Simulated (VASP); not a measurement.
Pd:

```
Pd
1.0
     0.00000    1.94650    1.94650
     1.94650    0.00000    1.94650
     1.94650    1.94650    0.00000
Pd
1
Cartesian
  0.0000 0.0000 0.0000
```

| Property | Result |
| --- | --- |
| Program | VASP 6.6.1 |
| Task | relaxation of cell and atoms |
| Functional | PBE |
| Potentials or basis | VASP PAW PBE potentials, release 64 (Pd_sv_GW) |
| Cutoff | 680 eV |
| k mesh | 12 × 12 × 12 |
| Occupations | fermi-dirac, width 0.05 eV |
| Spin | no spin polarisation |

At the start: pressure 6.8 GPa; volume 14.75 Å³/atom.

Task: How do energy, volume and symmetry change on relaxing?

Result: Over 3 steps the energy falls by 11.3 meV/atom and the volume is 15.31 Å³/atom (+3.8 %); space group Fm-3m (No. 225, to 0.05 Å).

The path:
```tsv
step	energy change (eV)	largest force (eV/Å)	pressure (GPa)	volume (Å³)
1	0.0000	0.0000	6.84	14.75
2	0.0108	0.0000	-8.00	16.14
3	-0.0113	0.0000	-0.09	15.31
```

Final structure:
```
Pd
1.0
     0.00000    1.97061    1.97061
     1.97061    0.00000    1.97061
     1.97061    1.97061    0.00000
Pd
1
Direct
  0.00000 0.00000 0.00000
```
